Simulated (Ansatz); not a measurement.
## Si2W: checking dH/dP = V

These are results of DFT PBEsol, scalar-relativistic, plane waves, PAW in Ansatz, not measurements. Run with 420 eV cutoff, 18×18×18 k-mesh, Gaussian smearing of 0.10 eV, no spin polarisation.

Reference structure (relaxed):

```xyz
3
Lattice="-1.6012 1.6012 3.9079 1.6012 -1.6012 3.9079 1.6012 1.6012 -3.9079" Properties=species:S:1:pos:R:3 pbc="T T T"
Si    0.0000    0.0000    2.6144
Si    0.0000    0.0000    5.2014
W     0.0000    0.0000    0.0000
```

Cell and atoms were relaxed at each target pressure within the start's symmetry (I4/mmm), at zero temperature; other phases can be more stable under pressure. H = E + PV with P the target; E is the free energy at the smearing used, whose derivative the pressure is, per atom and counted from zero pressure. The mesh named is that at zero pressure; some other pressures ran on another.

Spin–orbit coupling is left out, which can shift energies with elements as heavy as these.

```
P (GPa) V (Å³/atom) E − E0 (meV) H − H0 (meV)
      0       13.360           0.0           0.0
      1       13.303           0.2          83.2
      4       13.140           2.7         330.8
     12       12.751          21.8         976.8
     25       12.222          82.0        1989.1
     50       11.442         261.4        3832.3
     90       10.554         642.9        6571.4
```

Thermodynamics gives dH/dP = V along a relaxed path. Integrate V over P by the trapezoid rule and compare with the computed enthalpies.

With 1 eV/Å³ = 160.22 GPa, each step adds the mean volume times ΔP / 160.22:
```
P (GPa)  ∫V dP (meV) H − H0 (meV) difference (meV)
      1         83.2          83.2               0.0
      4        330.8         330.8               0.0
     12        977.2         976.8               0.3
     25       1990.3        1989.1               1.2
     50       3836.6        3832.3               4.3
     90       6582.3        6571.4              10.9
```

V(P) curves upward, so the trapezoid rule runs high; integrating a smooth curve through the same points (P as a polynomial of degree 4 in ln V) puts that excess at about 10.9 meV at 90 GPa, against the 10.9 meV found.

At 90 GPa, how much of the enthalpy change is stored energy and how much is the PV term?

E rises by 643 meV/atom and PV is 90 × 10.554 / 160.22 = 5928 meV/atom, so PV makes 90 % of ΔH. So between rival structures at high pressure a small difference in volume can outweigh the difference in energy: 1 % of this volume is worth 59.3 meV/atom at this pressure.

What bulk modulus do the lowest pressures give?

From the pressures that the runs reached, -1.01 GPa (13.419 Å³) and 1.00 GPa (13.303 Å³), B = −ΔP/Δln V = 2.01 / 0.0087 = 231 GPa, a mean over that range.

The enthalpies and volumes describe one consistent compression curve: the gap that builds up to 10.9 meV at 90 GPa comes from the trapezoid rule, not from a mismatch between energy and pressure. Stored energy takes a growing share of the enthalpy at every step, from 0.2 of 83.2 meV at 1 GPa to 642.9 of 6571.4 meV at 90 GPa. This follows from expanding about the energy minimum, where the energy cost begins at second order in pressure but the PV term at first order.

The bulk modulus of 231 GPa fits a stiff refractory silicide, in which W 5d–Si 3p hybridisation adds directional covalent bonding to the metallic cohesion. The volume lost per GPa shrinks steadily along the series, as expected when shorter contacts raise the electrons' kinetic energy and the Pauli repulsion between filled shells. The agreement supports the numerical quality of the curve but not the accuracy of the functional, since any functional with converged stresses would satisfy the same identity, even with a wrong equilibrium volume.
